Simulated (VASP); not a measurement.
All values below come from PBE GGA, VASP's PBE PAW potentials (set 64) (plane waves; VASP).

The input files of a VASP run:

### INCAR
```
! general
SYSTEM   =  ZnTe
PREC     =  Accurate
ENCUT    =  350
LREAL    =  .False.   ! projection in real space or not
LASPH    =  .True.

! electronic loop
EDIFF    =  1E-6
NELM     =  100
ALGO     =  Normal
LMAXMIX  =  4

! smearing
ISMEAR   =  0   ! Gaussian
SIGMA    =  0.05   ! width (eV)

! functional
GGA      =  PE   ! PBE

! output
LWAVE    =  .False.
LCHARG   =  .True.
```

### KPOINTS
```
Automatic mesh
0
Gamma
7 7 7
0 0 0
```

**POSCAR**
```
ZnTe
4.3677220
  0.0000000000   0.7071067457   0.7071067457
  0.7071067457   0.0000000000   0.7071067457
  0.7071067457   0.7071067457   0.0000000000
Zn Te
1 1
direct
  0.0000000000   0.0000000000   0.0000000000
  0.2500000000   0.2500000000   0.2500000000
```

POTCAR, in this order: Zn Te (PBE.64 set). Program: vasp_std.

Output of the run:

**OUTCAR**
```
 ion  position               nearest neighbor table
   1  0.000  0.000  0.000-   2 2.67   2 2.67   2 2.67   2 2.67
   2  0.250  0.250  0.250-   1 2.67   1 2.67   1 2.67   1 2.67
  LATTYP: Found a face centered cubic cell.
 ALAT       =     6.1768913794
 Subroutine PRICEL returns:
 Original cell was already a primitive cell.
 Subroutine GETGRP returns: Found 24 space group operations
The static configuration has the point symmetry T_d .
The dynamic configuration has the point symmetry T_d .
 Subroutine INISYM returns: Found 24 space group operations
 Subroutine IBZKPT returns following result:
 Found     20 irreducible k-points:

 Following reciprocal coordinates:
            Coordinates               Weight
  0.000000  0.000000  0.000000      1.000000
  0.142857  0.000000  0.000000      8.000000
  0.285714  0.000000  0.000000      8.000000
  0.428571  0.000000  0.000000      8.000000
  0.142857  0.142857  0.000000      6.000000
  0.285714  0.142857  0.000000     24.000000
  0.428571  0.142857  0.000000     24.000000
 -0.428571  0.142857  0.000000     24.000000
 -0.285714  0.142857  0.000000     24.000000
 -0.142857  0.142857  0.000000     12.000000
  0.285714  0.285714  0.000000      6.000000
  0.428571  0.285714  0.000000     24.000000
 -0.428571  0.285714  0.000000     24.000000
 -0.285714  0.285714  0.000000     12.000000
  0.428571  0.428571  0.000000      6.000000
 -0.428571  0.428571  0.000000     12.000000
  0.428571  0.285714  0.142857     24.000000
 -0.428571  0.285714  0.142857     48.000000
 -0.428571  0.428571  0.142857     24.000000
 -0.285714  0.428571  0.142857     24.000000
   k-points           NKPTS =     20   k-points in BZ     NKDIM =     20   number of bands    NBANDS=     13
   number of dos      NEDOS =    301   number of ions     NIONS =      2
   total plane-waves  NPLWV =  21952
   dimension x,y,z NGX =    28 NGY =   28 NGZ =   28
...
```

File OSZICAR:
```
       N       E                     dE             d eps       ncg     rms          rms(c)
DAV:   1     0.682020389007E+02    0.68202E+02   -0.67667E+03   520   0.109E+03
DAV:   2    -0.178476121446E+01   -0.69987E+02   -0.67991E+02   570   0.222E+02
DAV:   3    -0.531198475620E+01   -0.35272E+01   -0.35186E+01   635   0.529E+01
DAV:   4    -0.535888010497E+01   -0.46895E-01   -0.46889E-01   728   0.602E+00
DAV:   5    -0.535928659419E+01   -0.40649E-03   -0.40649E-03   618   0.396E-01    0.455E+00
DAV:   6    -0.519506790958E+01    0.16422E+00   -0.56585E-01   646   0.210E+01    0.358E+00
DAV:   7    -0.518463527867E+01    0.10433E-01   -0.10890E-01   585   0.371E+00    0.142E+00
DAV:   8    -0.518466410127E+01   -0.28823E-04   -0.43954E-03   678   0.667E-01    0.375E-01
DAV:   9    -0.518488797319E+01   -0.22387E-03   -0.10286E-03   560   0.307E-01    0.120E-01
DAV:  10    -0.518491020316E+01   -0.22230E-04   -0.76063E-05   625   0.850E-02    0.847E-02
DAV:  11    -0.518496377182E+01   -0.53569E-04   -0.85600E-05   545   0.601E-02    0.462E-02
DAV:  12    -0.518496470506E+01   -0.93324E-06   -0.25431E-06   611   0.209E-02
   1 F= -.51849647E+01 E0= -.51849647E+01  d E =-.203776E-15
```

**OUTCAR**
```
------------------------ aborting loop because EDIFF is reached ----------------------------------------
  FORCE on cell =-STRESS in cart. coord.  units (eV):
  Direction    XX          YY          ZZ          XY          YZ          ZX
  --------------------------------------------------------------------------------------
  Total        0.0040638      0.0040638      0.0040638     -0.0000000      0.0000000     -0.0000000
  in kB        0.1105090      0.1105090      0.1105090     -0.0000000      0.0000000     -0.0000000
  external PRESSURE =       0.1105090 kB  Pullay stress =       0.0000000 kB
  volume of cell :       58.92
      direct lattice vectors                 reciprocal lattice vectors
     0.000000000  3.088445690  3.088445690    -0.161893732  0.161893732  0.161893732
     3.088445690  0.000000000  3.088445690     0.161893732 -0.161893732  0.161893732
     3.088445690  3.088445690  0.000000000     0.161893732  0.161893732 -0.161893732
 POSITION                                       TOTAL-FORCE (eV/Angst)
 -----------------------------------------------------------------------------------
      0.00000      0.00000      0.00000         0.000000      0.000000      0.000000
      1.54422      1.54422      1.54422        -0.000000     -0.000000     -0.000000
 -----------------------------------------------------------------------------------
    total drift:                               -0.000003     -0.000003     -0.000003
  FREE ENERGIE OF THE ION-ELECTRON SYSTEM (eV)
  ---------------------------------------------------
  free  energy   TOTEN  =        -5.1849647051 eV

  energy  without entropy=       -5.1849647051  energy(sigma->0) =       -5.18496471
```
(Selected blocks of OUTCAR.)

The compound is ZnTe in the zinc blende structure. It was relaxed first.
